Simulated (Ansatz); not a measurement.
**Sb: distorted cells**

Theory: Ansatz, DFT PBE, scalar-relativistic, plane waves, PAW.

Plane waves to 420 eV, a k mesh through Γ of 12×12×12 on the computed 4-atom cell and Gaussian smearing (0.10 eV); no spin polarisation.

Reference cell:

```yaml
crystal:
  lattice:
    - [-4.03001, 4.03001, 2.02549]
    - [4.03001, -4.03001, 2.02549]
    - [4.03001, 4.03001, -2.02549]
  atoms:
    - { symbol: Sb, position: [0.34874, 0.15126, 0.50000] }
    - { symbol: Sb, position: [0.84874, 0.34874, 0.19747] }
    - { symbol: Sb, position: [0.65126, 0.84874, 0.50000] }
    - { symbol: Sb, position: [0.15126, 0.65126, 0.80253] }
```

Each variant moves atoms of this cell by the vectors given, if any (Å), and then applies a symmetric strain (tensor components, Cartesian axes). The reference cell isn't relaxed at this level. Energies are per atom at zero smearing, counted from the lowest variant. Pressure is positive in compression.

1. strain (xx yy zz yz xz xy, %) 3.82 3.82 2.32 0.00 0.00 0.00; moves: Sb1 (0.177, -0.177, 0.000); Sb2 (-0.177, -0.177, 0.000); Sb3 (-0.177, 0.177, 0.000); Sb4 (0.177, 0.177, 0.000)
2. strain (xx yy zz yz xz xy, %) -2.48 -2.48 -3.98 0.00 0.00 0.00; moves: Sb1 (-0.071, 0.071, 0.000); Sb2 (0.071, 0.071, 0.000); Sb3 (0.071, -0.071, 0.000); Sb4 (-0.071, -0.071, 0.000)
3. strain (xx yy zz yz xz xy, %) 0.61 0.61 -0.89 0.00 0.00 0.00; moves: Sb1 (-0.071, 0.071, 0.000); Sb2 (0.071, 0.071, 0.000); Sb3 (0.071, -0.071, 0.000); Sb4 (-0.071, -0.071, 0.000)
4. strain (xx yy zz yz xz xy, %) -2.31 -2.31 -5.32 0.00 0.00 0.00; moves: Sb1 (0.021, -0.021, 0.000); Sb2 (-0.021, -0.021, 0.000); Sb3 (-0.021, 0.021, 0.000); Sb4 (0.021, 0.021, 0.000)

Q: Order the variants by energy, lowest first.

A: 3 (0.0 meV/atom), 4 (73.4 meV/atom), 1 (90.7 meV/atom), 2 (120.4 meV/atom).

Q: Order them by pressure, highest first.

A: 2 (10.14 GPa), 4 (8.63 GPa), 3 (3.41 GPa), 1 (1.46 GPa).

This form isn't the element's structure at ambient conditions.